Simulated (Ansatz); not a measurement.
The system is MnO2.

```
Mn O
1.0
     2.85658    0.00000    0.00000
    -1.42829    2.47387    0.00000
     0.00000    0.00000    4.60137
Mn O
1 2
Direct
  0.00000 0.00000 0.50000
  0.33333 0.66667 0.70629
  0.66667 0.33333 0.29371
```

Measurements of this composition are mostly on another form, of space group No. 136.

Base run:

| Quantity | Value |
| --- | --- |
| Program | Ansatz 0.2.0 |
| Functional | BLYP |
| Potentials or basis | Ansatz PAW |
| Cutoff | 420 eV (not typed: the program's choice for these potentials) |
| k mesh | 11 × 11 × 6 |
| Occupations | fermi-dirac, width 0.05 eV |
| Spin | collinear spin, ferromagnetic start |
| Starting moments | [4.0, 0.0, 0.0] μB |

Its results: band gap on the k mesh 0.72 eV, indirect (least direct gap 0.77 eV); pressure 10.1 GPa; net moment 3.00 μB per cell; site moments Mn +2.47; O +0.07 μB; largest force 0.454 eV/Å.

Question: The run is repeated on the same cell with these changes: functional from BLYP to RPBE. What comes out?

Answer: Band gap on the k mesh 0.97 eV, indirect (least direct gap 1.03 eV); pressure 9.9 GPa; net moment 3.00 μB per cell; site moments Mn +2.51; O +0.04 μB; largest force 0.461 eV/Å.

Caveats: a cell with one magnetic atom can't hold antiferromagnetic order, which such compounds often take; the PAW data sets come from PBE, with cores solved anew for the run's functional, which leaves a small shift of forces and pressure.
